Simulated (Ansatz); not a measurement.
## MnF2 in Ansatz: convergence with k mesh

Crystal: MnF2.

```
Mn F
1.0
     4.87380    0.00000    0.00000
     0.00000    4.87380    0.00000
     0.00000    0.00000    3.31070
Mn F
2 4
Direct
  0.50000 0.50000 0.50000
  0.00000 0.00000 0.00000
  0.80530 0.19470 0.50000
  0.69470 0.69470 0.00000
  0.19470 0.80530 0.50000
  0.30530 0.30530 0.00000
```

- Program: Ansatz 0.2.0
- Task: convergence study
- Functional: LDA
- Potentials or basis: JTH PAW
- Cutoff: 1500 eV (not typed: the program's choice for these potentials)
- k mesh: 2 × 2 × 3
- Occupations: fermi-dirac, width 0.1 eV
- Spin: collinear spin, ferromagnetic start
- Starting moments: [4.0, 4.0, 0.0, 0.0, 0.0, 0.0] μB

These are the settings of the first run; the series varies k mesh, with any setting tied to it.

Hardware: 2 threads of Arm Neoverse V2, on a shared host.

**Question.** The values tried are 2 × 2 × 3, 3 × 3 × 4, 3 × 3 × 5, 4 × 4 × 6, 5 × 5 × 7, 6 × 6 × 9, 8 × 8 × 11, 9 × 9 × 13, loosest first. From which on does the energy stay within 1 meV/atom of the tightest run that finished?

**Answer.** From 3 × 3 × 4 on.

| k mesh | energy less the tightest run, at zero smearing (meV/atom) | pressure (GPa) | largest force (eV/Å) | SCF cycles | CPU time (s) | peak memory (GiB) |
| --- | --- | --- | --- | --- | --- | --- |
| 2 × 2 × 3 | 2.23 | -5.26 | 0.045 | 12 | 15 | 0.66 |
| 3 × 3 × 4 | 0.22 | -5.30 | 0.043 | 12 | 22 | 0.72 |
| 3 × 3 × 5 | 0.06 | -5.30 | 0.044 | 12 | 22 | 0.72 |
| 4 × 4 × 6 | 0.01 | -5.30 | 0.043 | 12 | 56 | 1 |
| 5 × 5 × 7 | 0.00 | -5.30 | 0.043 | 12 | 57 | 1 |
| 6 × 6 × 9 | 0.00 | -5.30 | 0.043 | 12 | 120 | 1.5 |
| 8 × 8 × 11 | 0.00 | -5.30 | 0.043 | 12 | 220 | 2.3 |
| 9 × 9 × 13 | 0.00 | -5.30 | 0.043 | 12 | 240 | 2.5 |

Against the tightest run, the pressure stays within 0.1 GPa from 2 × 2 × 3 on; the largest force stays within 0.005 eV/Å from 2 × 2 × 3 on. Meshes of other sizes hit other points, so gaps and Fermi surfaces needn't settle smoothly. The tightest run that finished is the yardstick and may itself not be fully converged.

Caveat, for the tightest run too: the magnetic or orbital state may not be the lowest; odd divisions of the mesh miss points on the zone boundary, where band edges often lie, so the gap on the mesh can be too wide; only a ferromagnetic start was run, and an antiferromagnetic order may lie lower in energy.
